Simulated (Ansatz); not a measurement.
Runs of Ansatz 0.2.0 on Ga. It takes space group P2_1/m (No. 11, monoclinic). The conventional cell has a = 2.778 Å, b = 3.282 Å, c = 4.210 Å, α = 90.00°, β = 108.61°, γ = 90.00°. Ga (site symmetry m) is surrounded by 8 Ga at 2.71 to 2.84 Å. This isn't the form of Ga at room conditions, which is orthorhombic.

```csv
task,level,potentials or basis,spin,cell,k mesh,cutoff (eV),basis error allowed,pressure (GPa),V0 of scaled cells (Å³/atom),B0 (GPa),largest force (eV/Å)
relaxation of cell and atoms,LDA,"all-electron LAPW, relativistic spinors","SOC, no magnetisation",relaxed,7 × 6 × 5,-,0.001 eV/atom,0.0,-,-,-
band structure,LDA,"all-electron LAPW, relativistic spinors","SOC, no magnetisation",as given,7 × 6 × 5,251,0.001 eV/atom,-2.7,-,-,0.13
equation of state,PBEsol,"all-electron LAPW, scalar-relativistic",off,as given,10 × 8 × 7,-,0.001 eV/atom,-,17.99,60,-
band structure,LDA,"all-electron LAPW, scalar-relativistic",off,as given,10 × 8 × 7,251,0.001 eV/atom,-2.7,-,-,0.07
equation of state,PBEsol,"all-electron LAPW, scalar-relativistic",off,as given,10 × 8 × 7,-,0.0005 eV/atom,-,(a),60,-
band structure,PBEsol,"all-electron LAPW, non-relativistic",off,as given,10 × 8 × 7,251,0.001 eV/atom,-0.5,-,-,0.06
band structure,PBEsol,"all-electron LAPW, scalar-relativistic",off,as given,10 × 8 × 7,251,0.001 eV/atom,-0.6,-,-,0.07
band structure,PBEsol,"all-electron LAPW, scalar-relativistic",off,as given,8 × 6 × 5,251,0.001 eV/atom,-0.5,-,-,0.15
band structure,PBEsol,all-electron PAW datasets made for the crystal,off,as given,10 × 8 × 7,240,-,-0.6,-,-,0.07
band structure,PBEsol,"all-electron LAPW, inner shells corrected to Dirac's equation",off,as given,10 × 8 × 7,251,0.001 eV/atom,-0.6,-,-,0.07
band structure,PBEsol,"all-electron LAPW, relativistic spinors","SOC, no magnetisation",as given,8 × 6 × 5,251,0.001 eV/atom,-0.5,-,-,0.15
band structure,LDA,"all-electron LAPW, scalar-relativistic",off,as given,7 × 6 × 5,251,0.001 eV/atom,-2.7,-,-,0.13
```

Alike in all rows: smearing fermi-dirac 0.05 eV.

**Question.** Fill in the values left out.

**Answer.** (a) 18.00.

Caveats: the k mesh is thin for a metal, which can move the energy by tens of meV per atom (some runs); the cell was scaled at fixed shape and fractional positions, which overstates the stiffness of a crystal with free parameters, most of all of layers and chains (some runs); relativity is left out, which matters for the heavier elements (some runs).

Not every run made on this cell is shown here.
